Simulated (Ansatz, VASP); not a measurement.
# CuO (Tenorite) in VASP and in Ansatz

File INCAR:

```
  ALGO = Normal
  EDIFF = 1E-6
  ENCUT = 520
  GGA = PE
  ISIF = 2
  ISMEAR = 0
  LASPH = True
  LCHARG = True
  LELF = True
  LREAL = False
  LWAVE = False
  NELM = 60
  PREC = Accurate
  SIGMA = 0.02
```

Contents of KPOINTS:

```
k-points
0
Gamma
  10 10 5
```

File POSCAR:

```
CuO
1.0
    2.3418500000     -1.7113000000      0.0000000000
    2.3418500000      1.7113000000      0.0000000000
   -0.8500274268      0.0000000000      5.0578693947
Cu O
2 2
Direct
    0.5000000000      0.0000000000      0.5000000000
    0.0000000000      0.5000000000      0.0000000000
    0.4184000000      0.5816000000      0.7500000000
    0.5816000000      0.4184000000      0.2500000000
```

File input.yaml:

```yaml
crystal:
  lattice:
    - [2.34185, -1.7113, 0.0]
    - [2.34185, 1.7113, 0.0]
    - [-0.8500274268, 0.0, 5.0578693947]
  atoms:
    - { symbol: Cu, position: [0.5, 0.0, 0.5] }
    - { symbol: Cu, position: [0.0, 0.5, 0.0] }
    - { symbol: O, position: [0.4184, 0.5816, 0.75] }
    - { symbol: O, position: [0.5816, 0.4184, 0.25] }
hamiltonian:
  xc: pbe
  pseudopotentials: { kind: paw }
kpoints:
  mp_grid: { grid: [10, 10, 5] }
scf:
  occupations: { method: gaussian, width: 0.02 }
output:
  forces: true
  stress: true
  eigenvalues: true
```

Alike in both runs: functional PBE; k mesh 10 × 10 × 5; occupations gaussian, width 0.02 eV; no spin polarisation.

```csv
,VASP,Ansatz
version,VASP 6.6.1,Ansatz 0.2.0
potentials or method,"VASP PAW PBE potentials, release 64 (Cu, O)",Ansatz PAW
plane-wave cutoff (eV),520,420
valence electrons in the cell,34,50
task,electron localisation function,single point
```

|  | VASP | Ansatz | Ansatz less VASP |
| --- | --- | --- | --- |
| gap on the k mesh at the Fermi level (eV) | none | none | - |
| pressure (GPa) | 6.3 | 5.7 | -0.61 |
| largest component of the traceless stress (GPa) | 1.35 | 1.29 | -0.062 |
| rms of the force components (eV/Å) | 0.089 | 0.107 | +0.0179 |

Atom by atom the forces differ by 0.018 eV/Å (rms over components). A gap of «none» marks a metal or a gap that the smearing closes. The functional is the same, so the differences come from potentials, cutoffs and numerics. The two sets of potentials don't hold the same shells in valence.

Caveats: the run has no spin polarisation, though such a crystal can be magnetic; semilocal functionals often make such compounds metallic where correlation or magnetic order opens a gap, which also shifts bond lengths; the pressure holds a Pulay correction of +0.7 GPa for the finite cutoff (Ansatz). With open d or f shells a metallic result of PBE can be an artefact of self-interaction; +U or a hybrid may open a gap.
